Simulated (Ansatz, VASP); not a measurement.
# Two plane-wave programs on WS2

```xyz
3
Lattice="3.1530 0.0000 0.0000 -1.5765 2.7306 0.0000 0.0000 0.0000 30.0840" Properties=species:S:1:pos:R:3 pbc="T T T"
S     1.5765    0.9102    9.0068
S     1.5765    0.9102   12.1352
W     0.0000    1.8204   10.5710
```

Alike in both runs: functional PBEsol; k mesh 12 × 12 × 1; occupations gaussian, width 0.02 eV; no spin polarisation.

Ansatz relaxed the structure, and its values are those at the end. VASP's run is a single point on that final structure, the one shown.

|  | VASP | Ansatz |
| --- | --- | --- |
| version | VASP 6.6.1 | Ansatz 0.2.0 |
| potentials or method | VASP PAW PBE potentials, release 64 (S, W_sv) | scalar-relativistic, plane waves, PAW |
| plane-wave cutoff (eV) | 520 | 420 |
| valence electrons in the cell | 26 | 26 |

```csv
,VASP,Ansatz,Ansatz less VASP
gap on the k mesh at the Fermi level (eV),1.91,1.90,-0.005
least direct gap on the mesh (eV),1.91,1.90,-0.005
rms of the force components (eV/Å),0.011,0.000,-0.0104
```

The functional is the same, so the differences come from potentials, cutoffs and numerics. Ansatz warned: «slab_cell_height_set».

Caveats: the PAW data sets were made with another functional, which shifts forces and pressure a little (VASP); spin-orbit coupling is left out, which moves the levels of the heavy elements. Expect the measured gap to be larger: semilocal functionals such as PBEsol lack the derivative discontinuity.
